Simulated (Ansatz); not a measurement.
The cell of Hg is invented: random cell by space group and Wyckoff sites (P6/mmm, No. 191). Its size is a rough estimate.

```cif
data_structure
_symmetry_space_group_name_H-M 'P6/mmm'
_symmetry_Int_Tables_number 191
_cell_length_a 4.8081
_cell_length_b 4.8081
_cell_length_c 3.0310
_cell_angle_alpha 90.000
_cell_angle_beta 90.000
_cell_angle_gamma 120.000
_cell_volume 60.68
loop_
_atom_site_label
_atom_site_type_symbol
_atom_site_symmetry_multiplicity
_atom_site_Wyckoff_symbol
_atom_site_fract_x
_atom_site_fract_y
_atom_site_fract_z
_atom_site_occupancy
Hg1 Hg 2 d 0.33333 0.66667 0.50000 1
```

Level of theory: Ansatz 0.2.0, DFT PBE, scalar-relativistic, plane waves, PAW. Cutoff 420 eV, Gaussian smearing, Γ-centred meshes. Cell and atoms relax first on a coarse mesh and then on a finer one. In between, the cell is made exact in the group found at 0.06 Å. In metals the finer mesh still leaves noise of several meV/atom or more. The steps can't lower the symmetry of their start. No spin polarisation.

A guess keeps its type if space group and coordination stay and the shape of the cell changes little (axis ratios within about 15 %, angles within 6°); the volume may change.

Task: Does this structure survive the relaxation?

Result: It keeps its type. The symmetry stays P6/mmm (No. 191). The volume per atom grows by 32.0 %, from 30.3 to 40.0 Å³. The shortest distance goes from 2.78 Å (Hg–Hg) to 3.13 Å (Hg–Hg). The ratio c/a of the conventional cell changes by a factor of 0.92. Counting neighbours within 15 % of an atom's shortest distance, the start has Hg 5 and the end Hg 5.

Energies count from the standard state of Hg at the same level. The references include crystalline Hg.

Task: At what energy does it end?

Result: +0.06 eV/atom. It lies above the standard state, so it could only be metastable.

The last run used a 12×12×18 mesh (in the run's order of axes) for its 2-atom cell and Gaussian smearing of 0.10 eV. These runs have no spin–orbit coupling, which can matter for Hg. A later test with randomly moved atoms led to a structure 62 meV/atom lower, so this end is a saddle point or a shallow minimum.
